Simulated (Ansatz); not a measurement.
**Ag under changes of volume**

One of the cells (18.154 Å³/atom); the others are scaled copies at fixed shape and fractional positions:

```
Ag
1.0
    -1.65565    1.65565    1.65565
     1.65565   -1.65565    1.65565
     1.65565    1.65565   -1.65565
Ag
1
Direct
  0.00000 0.00000 0.00000
```

This isn't the form of Ag at room conditions, which is fcc.

| Item | Value |
| --- | --- |
| Program | Ansatz 0.2.0 |
| Functional | PBEsol |
| Potentials or basis | all-electron LAPW, scalar-relativistic |
| Cutoff | 263 eV (chosen from the basis error) |
| Basis error allowed | 0.0005 eV/atom |
| k mesh | 11 × 11 × 11 |
| Occupations | fermi-dirac, width 0.05 eV |
| Spin | no spin polarisation |

```tsv
volume (Å³/atom)	energy over the lowest point (meV/atom)	pressure (GPa)
17.065	0.00	-1.8
17.428	6.45	-3.9
17.791	17.33	-5.7
18.154	32.06	-7.3
18.517	?	?
18.880	71.00	-9.8
19.243	94.34	-10.8
```

Problem. What does the run at 18.517 Å³/atom give?

Solution. Energy over the lowest point 50.11 meV/atom; pressure -8.6 GPa.

Worked out: A Birch-Murnaghan fit of order 3 (a polynomial in V^(-2/3)) to the other rows has its minimum at 16.80 Å³/atom, just outside them, with B0 = V·E''(V) = 116 GPa and B' = 5.6. It gives 50.10 meV/atom at 18.517 Å³/atom, against the run's 50.11, and -dE/dV = -8.6 GPa, against -8.6.

Energies are extrapolated to zero smearing.

The runs don't all hold the same shells in valence.
